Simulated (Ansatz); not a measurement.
## A computed series for RuO2: pressure series

Base system: RuO₂ in the rutile structure (space group P4_2/mnm, No. 136; a = 4.480 Å, c = 3.107 Å).

Cell and atoms are relaxed at each pressure.

All numbers come from r2SCAN (Ansatz, a program for electronic structure, PAW, spin-orbit coupling left out).

| pressure (GPa) | volume per atom (Å³/atom) |
|---|---|
| -2 | 10.468 |
| -1 | 10.430 |
| 0 | 10.392 |
| 3 | 10.284 |
| 7 | 10.149 |
| 15 | 9.905 |
| 30 | 9.519 |
| 50 | ? |
| 75 | 8.685 |

Q: Fit the third-order Birch–Murnaghan form P(V) = (3B₀/2)[(V₀/V)^(7/3) − (V₀/V)^(5/3)]·[1 + (3/4)(B₀′ − 4)((V₀/V)^(2/3) − 1)] (squares taken in P) to the rows shown and predict the withheld row.

A: Least squares on the printed values gives V₀ = 10.392 Å³/atom, B₀ = 282 GPa, B₀′ = 4.4; this predicts 9.101 Å³/atom, and the run gives 9.103 Å³/atom, 0.002 higher.

Measured bulk modulus of RuO2: 270 GPa (room temperature; as listed in YANLING LI, ZHI ZENG, International Journal of Modern Physics C (2008)); the computed value is for a static lattice, so the two differ by thermal effects too.

Load acts through the strain it causes; cell and atoms are relaxed under it. Stability against distortions was not tested. Competing high-pressure phases were not computed. Seeded moments were not kept for the base. No Hubbard U is applied, and correlation can decide whether such a compound is a metal. All final runs are without spin polarisation.
